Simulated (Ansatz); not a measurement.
# MgO (P6_3mc) in Ansatz: a series of runs

The runs below take MgO through single point, equation of state, with LDA.

Everything below comes from runs of Ansatz 0.2.0. Logs are shortened: lines on timing, memory, paths and dates and some standing lists are left out, and cuts for length are marked.

## (1) Starting point

Symmetry: P6_3mc, No. 186, hexagonal system. Conventional cell: a = 3.308 Å, b = 3.308 Å, c = 4.983 Å, α = 90.00°, β = 90.00°, γ = 120.00°. Mg (site symmetry 3m) is surrounded by 4 O at 1.97 to 1.99 Å. O (site symmetry 3m) has 4 Mg at 1.97 to 1.99 Å as nearest neighbours.

Measurements of this composition are mostly on another form, of space group No. 225.

## (2) Single point, LDA, 11.10 Å³/atom (volume scaled by 0.94)

Input file input.yaml:

```yaml
crystal:
  lattice:
    - [3.2402621826, 0.0, 0.0]
    - [-1.6201310913, 2.806149365, 0.0]
    - [0.0, 0.0, 4.8811616653]
  atoms:
    - { symbol: Mg, position: [0.6666666667, 0.3333333333, 0.50215974] }
    - { symbol: Mg, position: [0.3333333333, 0.6666666667, 0.00215974] }
    - { symbol: O, position: [0.6666666667, 0.3333333333, 0.90244026] }
    - { symbol: O, position: [0.3333333333, 0.6666666667, 0.40244026] }
kpoints:
  mp_grid: { grid: [9, 9, 6] }
scf:
  occupations: { method: fermi_dirac, width: 0.05 }
hamiltonian:
  xc: lda
  pseudopotentials: { kind: all_electron, lapw: { basis_error: 0.002 } }
output:
  forces: true
  stress: true
  eigenvalues: true
```

Potentials or basis: all-electron LAPW, scalar-relativistic.

Command:

```sh
$ ansatz run input.yaml --threads 2 --pin off --max-ram 6144MiB --backend cpu --events-out ev --progress --plain --runs-dir out
```

Output:

```text
Warning: RAYON_NUM_THREADS=2 ignored (pool sized by the plan → 2); use --threads N
LAPW: plane waves up to 9.550 Å⁻¹, error target 2.0e-3 eV per atom; small_component_spin mean_spin; O in spheres of 0.943 Å, 8 of its electrons in bands, Dirac shells []; Mg in spheres of 0.990 Å, 10 of its electrons in bands, Dirac shells [] (how accurate: hamiltonian.pseudopotentials.lapw.basis_error, Limitations)
Engine: ansatz 0.2.0, x86_64-unknown-linux-gnu
Pseudopotentials: kind: all_electron
Pseudopotential: Mg, LAPW, valence charge 10, lapw/all_electron/scalar/gaussian/Mg, Koelling and Harmon's equation, gaussian nucleus
Pseudopotential: O, LAPW, valence charge 8, lapw/all_electron/scalar/gaussian/O, Koelling and Harmon's equation, gaussian nucleus
Functional definition: SPW92
  exchange = slater_x
  correlation = pw_c
Crystal: 4 atoms, lattice volume = 44.383 Å³
Basis set: ecut = 347.46012546539447 eV, 627 PW (Γ), exchange–correlation at level 2
Bands: 22, of which v1, the nominal top of the filled ones, is band 18 counted from 1 (17 counted from 0)
Symmetry: 12 space group operations
Space group: P63mc (ITA 186), of the structure as read, at distance tolerance 3.5e-5 Å
k-points: 48 of 486 (time reversal used)
Non-local potential: Mg, projectors of the file, none
Non-local potential: O, projectors of the file, none
Initial density: superposition of atomic densities (chi_scale 0.1, normalization cell, long waves kept (reshape's long-wave potential 0.00 eV rms))
Initial wavefunctions: plane waves of lowest kinetic energy (no species holds an atomic orbital)
Functional: x = slater, c = lda
iter 1 solved again at ethr=2.19e-2 eV; its pass at ethr=1.00e-1 eV (dr2=7.87e0 eV) is discarded
SCF iter   1: F=—  HF=-14941.136294 eV  |F-HF|=—  |Δ(HF+E_count)|=         —  Δρ=1.21e-1  dr2=7.87e0  ethr=2.19e-2  ⟨swp⟩=2.0  Hψ=6889  notcnv=0
preconditioner: auto → Resta (q_TF=auto, 2.635 Å⁻¹)  ε∞=2.8  [insulator: Δε(μ)=6.463 eV  Ē_g=16.638 eV  σ=0.050 eV  W_gap=1.00  n_scr=22 (ndim 8)  ℏωp=22.3 eV  f_vac=0.000  D(μ)=0.00/eV (n_scr^D=0)  ε∞_Penn≈2.8]
iter 2 solved again at ethr=4.16e-4 eV; its pass at ethr=2.19e-2 eV (dr2=1.50e-1 eV) is discarded
SCF iter   2: F=—  HF=-14937.261194 eV  |F-HF|=—  |Δ(HF+E_count)|=    3.88e0  Δρ=2.38e-2  dr2=1.49e-1  ethr=4.16e-4  ⟨swp⟩=2.7  Hψ=5724  notcnv=0
SCF iter   3: F=—  HF=-14936.917570 eV  |F-HF|=—  |Δ(HF+E_count)|=   3.44e-1  Δρ=2.62e-2  dr2=4.17e-1  ethr=4.15e-4  ⟨swp⟩=3.0  Hψ=3571  notcnv=0
SCF iter   4: F=—  HF=-14936.820866 eV  |F-HF|=—  |Δ(HF+E_count)|=         —  Δρ=3.49e-3  dr2=2.18e-3  ethr=4.15e-4  ⟨swp⟩=3.0  Hψ=3379  notcnv=0
the basis was enlarged: its passes take 86.9 KiB over the memory plan, 2 of 2 planned eigensolver slots
SCF iter   5: F=—  HF=-14936.816665 eV  |F-HF|=—  |Δ(HF+E_count)|=   4.20e-3  Δρ=7.33e-4  dr2=2.01e-4  ethr=6.05e-6  ⟨swp⟩=3.0  Hψ=3285  notcnv=0
SCF iter   6: F=—  HF=-14936.816379 eV  |F-HF|=—  |Δ(HF+E_count)|=   2.85e-4  Δρ=4.41e-4  dr2=1.27e-4  ethr=5.58e-7  ⟨swp⟩=2.9  Hψ=3140  notcnv=0
SCF iter   7: F=—  HF=-14936.816358 eV  |F-HF|=—  |Δ(HF+E_count)|=   2.18e-5  Δρ=5.89e-5  dr2=2.03e-6  ethr=3.52e-7  ⟨swp⟩=2.0  Hψ=3024  notcnv=0
SCF iter   8: F=-14936.816358 eV  HF=-14936.816358 eV  |F-HF|=3.67e-9  |Δ(HF+E_count)|=   7.44e-7  Δρ=4.64e-6  dr2=1.22e-8  ethr=5.65e-9  ⟨swp⟩=3.0  Hψ=3282  notcnv=0
SCF 1 converged in 8 iterations: F = -14936.816358 eV  dr2 = 1.22e-8
SCF converged after 8 iterations
Free energy (F): -14936.816358 eV
Harris-Foulkes:  -14936.816358 eV  (|F-HF|=3.67e-9)
Internal energy: -14936.816358 eV  (E = F + TS)
E sigma→0 (E₀):  -14936.816358 eV
Fermi energy:    6.943729 eV
--- Per-component energies (eV) ---
  E_band       = -2635.747668
  E_kinetic    = 14927.481249
  E_xc         = -1296.241640
  E_electrostatic = -28568.055968  (all electrons and nuclei)
  E_smearing   = -0.000000  (= −TS)
  E_closure    = 0.000000  (closes the sum)
  E_atoms      = -14910.885914  (free atoms, spherical and without spin; not in F)
  Σ components = -14936.816358   (vs F -14936.816358, Δ=0.00e0)
  Basis errors (estimates in eV, not in F): energy 9.2e-4 per atom: plane waves 8.4e-4 (5.1e-4 summed), levels above the bands 3.0e-95, relativity 7.9e-9, radial functions 8.0e-5, core shells 8.4e-11; eigenvalues (radial functions only) 2.6e-5; not estimated: angular momenta, meshes, grids; target (lapw.basis_error) 2.0e-3; muffin-tin radii O 0.943 Å, Mg 0.990 Å
--- Forces (eV/Å), atoms counted from 1 ---
  atom   1  Mg     0.00000000     0.00000000    -0.02338470
  atom   2  Mg     0.00000000    -0.00000000    -0.02338470
  atom   3  O      0.00000000     0.00000000     0.02338952
  atom   4  O     -0.00000000    -0.00000000     0.02338952
  max |Σ_I F_I| component: 9.64e-6 eV/Å
--- Stress (GPa, compression-positive) ---
        4.243422       0.000000       0.000000
        0.000000       4.243422       0.000000
        0.000000       0.000000       3.396231
  P = ⅓ Tr σ = 3.9610 GPa (39.610 kbar)
--- Band table (eV; the first three rows and the last of 48) ---
  k-point 0: bands = ["-493.7416", "-493.7416", "-65.7369", "-65.7303", "-33.2209", "-33.1569", "-33.1569", "-33.1552", "-33.1452", "-33.1452", "-11.1429", "-10.1579", "1.5269", "4.2222", "4.2222", "4.5753", "4.5753", "5.0535", "8.7629", "13.8397", "15.7074", "19.3294"]
  k-point 1: bands = ["-493.7416", "-493.7416", "-65.7365", "-65.7307", "-33.2166", "-33.1597", "-33.1561", "-33.1561", "-33.1460", "-33.1460", "-11.0815", "-10.2292", "1.6918", "4.2447", "4.2447", "4.5505", "4.5505", "4.6407", "9.2123", "13.3621", "16.2065", "19.3446"]
  k-point 2: bands = ["-493.7416", "-493.7416", "-65.7352", "-65.7319", "-33.2047", "-33.1719", "-33.1540", "-33.1540", "-33.1481", "-33.1481", "-10.9108", "-10.4195", "2.1668", "3.7826", "4.3071", "4.3071", "4.4835", "4.4835", "10.1920", "12.4109", "17.2555", "19.4776"]
  k-point 47: bands = ["-493.7416", "-493.7416", "-65.7310", "-65.7310", "-33.2055", "-33.2055", "-33.1712", "-33.1712", "-33.1598", "-33.1598", "-10.1185", "-10.1185", "2.2260", "2.2260", "2.7684", "2.7684", "4.6498", "4.6498", "13.5847", "13.5847", "15.1877", "15.1877"]
```

Run time: 12 s. Hardware: 2 threads of AMD EPYC 7R43 (Zen 3), shared host; peak memory 0.38 GiB.

Results:

```yaml
Free_energy: -14936.8164 eV
Pressure: 4.0 GPa
Largest_force: 0.023 eV/Å
Band_gap_on_the_k_mesh: 3.71 eV, direct
```

Caveat: an odd mesh through Γ misses points on the zone boundary, where band edges often lie.

## (3) Single point, LDA, 11.33 Å³/atom (volume scaled by 0.96)

input.yaml: that of step 2 with these lines changed.

```diff
@@ -2,5 +2,5 @@
   lattice:
-    - [3.2402621826, 0.0, 0.0]
-    - [-1.6201310913, 2.806149365, 0.0]
-    - [0.0, 0.0, 4.8811616653]
+    - [3.2630816822, 0.0, 0.0]
+    - [-1.6315408411, 2.8259116314, 0.0]
+    - [0.0, 0.0, 4.9155371758]
   atoms:
```

Potentials or basis: all-electron LAPW, scalar-relativistic.

Command:

```sh
$ ansatz run input.yaml --threads 2 --pin off --max-ram 6144MiB --backend cpu --events-out ev --progress --plain --runs-dir out
```

Run time: 11 s. Hardware: 2 threads of AMD EPYC 7R43 (Zen 3), shared host; peak memory 0.37 GiB.

Results (log left out):

- Free energy: -14936.8308 eV
- Pressure: 1.0 GPa
- Band gap on the k mesh: 3.59 eV, direct

Caveat: an odd mesh through Γ misses points on the zone boundary, where band edges often lie.

## (4) Single point, LDA, 11.57 Å³/atom (volume scaled by 0.98)

input.yaml: that of step 3 with these lines changed.

```diff
@@ -2,5 +2,5 @@
   lattice:
-    - [3.2630816822, 0.0, 0.0]
-    - [-1.6315408411, 2.8259116314, 0.0]
-    - [0.0, 0.0, 4.9155371758]
+    - [3.2855864049, 0.0, 0.0]
+    - [-1.6427932025, 2.845401293, 0.0]
+    - [0.0, 0.0, 4.9494385035]
   atoms:
```

Command:

```sh
$ ansatz run input.yaml --threads 2 --pin off --max-ram 6144MiB --backend cpu --events-out ev --progress --plain --runs-dir out
```

Run time: 11 s. Hardware: 2 threads of AMD EPYC 7R43 (Zen 3), shared host; peak memory 0.38 GiB.

It converged, with:

```yaml
Free_energy: -14936.8286 eV
Pressure: -1.7 GPa
Largest_force: 0.019 eV/Å
Band_gap_on_the_k_mesh: 3.47 eV, direct
```

Caveat: an odd mesh through Γ misses points on the zone boundary, where band edges often lie.

## (5) Single point, LDA, 11.80 Å³/atom

input.yaml: that of step 4 with these lines changed.

```diff
@@ -2,5 +2,5 @@
   lattice:
-    - [3.2855864049, 0.0, 0.0]
-    - [-1.6427932025, 2.845401293, 0.0]
-    - [0.0, 0.0, 4.9494385035]
+    - [3.3077869865, 0.0, 0.0]
+    - [-1.6538934933, 2.8646275606, 0.0]
+    - [0.0, 0.0, 4.98288167]
   atoms:
```

Command:

```sh
$ ansatz run input.yaml --threads 2 --pin off --max-ram 6144MiB --backend cpu --events-out ev --progress --plain --runs-dir out
```

It took 11 s on 2 threads of AMD EPYC 7R43 (Zen 3), shared host; peak memory 0.36 GiB.

It converged, with:

| Property | Result |
| --- | --- |
| Free energy | -14936.8115 eV |
| Pressure | -4.1 GPa |
| Largest force | 0.038 eV/Å |
| Band gap on the k mesh | 3.36 eV, direct |

Caveat: an odd mesh through Γ misses points on the zone boundary, where band edges often lie.

## (6) Single point, LDA, 12.04 Å³/atom (volume scaled by 1.02)

input.yaml: that of step 5 with these lines changed.

```diff
@@ -2,5 +2,5 @@
   lattice:
-    - [3.3077869865, 0.0, 0.0]
-    - [-1.6538934933, 2.8646275606, 0.0]
-    - [0.0, 0.0, 4.98288167]
+    - [3.329693499, 0.0, 0.0]
+    - [-1.6648467495, 2.8835991569, 0.0]
+    - [0.0, 0.0, 5.0158818481]
   atoms:
```

Potentials or basis: all-electron LAPW, scalar-relativistic.

Command:

```sh
$ ansatz run input.yaml --threads 2 --pin off --max-ram 6144MiB --backend cpu --events-out ev --progress --plain --runs-dir out
```

Wall time 11 s (2 threads of AMD EPYC 7R43 (Zen 3), shared host); peak memory 0.38 GiB.

It converged, with:

```yaml
Free_energy: -14936.7809 eV
Pressure: -6.2 GPa
Largest_force: 0.056 eV/Å
Band_gap_on_the_k_mesh: 3.25 eV, direct
```

Caveat: an odd mesh through Γ misses points on the zone boundary, where band edges often lie.

## (7) Single point, LDA, 12.28 Å³/atom (volume scaled by 1.04)

input.yaml: that of step 6 with these lines changed.

```diff
@@ -2,5 +2,5 @@
   lattice:
-    - [3.329693499, 0.0, 0.0]
-    - [-1.6648467495, 2.8835991569, 0.0]
-    - [0.0, 0.0, 5.0158818481]
+    - [3.3513154912, 0.0, 0.0]
+    - [-1.6756577457, 2.9023243515, 0.0]
+    - [0.0, 0.0, 5.0484534221]
   atoms:
```

Command:

```sh
$ ansatz run input.yaml --threads 2 --pin off --max-ram 6144MiB --backend cpu --events-out ev --progress --plain --runs-dir out
```

It took 12 s on 2 threads of AMD EPYC 7R43 (Zen 3), shared host; peak memory 0.35 GiB.

Results (log left out):

```yaml
Free_energy: -14936.7382 eV
Pressure: -8.2 GPa
Largest_force: 0.072 eV/Å
Band_gap_on_the_k_mesh: 3.15 eV, direct
```

Caveat: an odd mesh through Γ misses points on the zone boundary, where band edges often lie.

## (8) Single point, LDA, 12.51 Å³/atom (volume scaled by 1.06)

input.yaml: that of step 7 with these lines changed.

```diff
@@ -2,5 +2,5 @@
   lattice:
-    - [3.3513154912, 0.0, 0.0]
-    - [-1.6756577457, 2.9023243515, 0.0]
-    - [0.0, 0.0, 5.0484534221]
+    - [3.3726620253, 0.0, 0.0]
+    - [-1.6863310127, 2.9208109923, 0.0]
+    - [0.0, 0.0, 5.0806100433]
   atoms:
```

Command:

```sh
$ ansatz run input.yaml --threads 2 --pin off --max-ram 6144MiB --backend cpu --events-out ev --progress --plain --runs-dir out
```

Run time: 12 s. Hardware: 2 threads of AMD EPYC 7R43 (Zen 3), shared host; peak memory 0.38 GiB.

Results (log left out):

* Free energy: -14936.6845 eV
* Pressure: -10.0 GPa
* Largest force: 0.087 eV/Å
* Band gap on the k mesh: 3.05 eV, direct

Caveat: an odd mesh through Γ misses points on the zone boundary, where band edges often lie.

## (9) Equation of state, LDA

Potentials or basis: all-electron LAPW, scalar-relativistic.

No new run: the results of the series are fitted here.

Results:

```
Equilibrium volume                        : 11.42 Å³/atom
Bulk modulus at fixed shape and positions : 131 GPa
Pressure derivative of the bulk modulus   : 4.0
```

Energy against volume, from the lowest point:
```tsv
volume (Å³/atom)	energy (meV/atom)
11.096	3.60
11.332	0.00
11.568	0.54
11.804	4.82
12.040	12.47
12.276	23.15
12.512	36.57
```

Caveat: the cell was scaled at fixed shape and fractional positions, which overstates the stiffness of a crystal with free parameters, most of all of layers and chains.
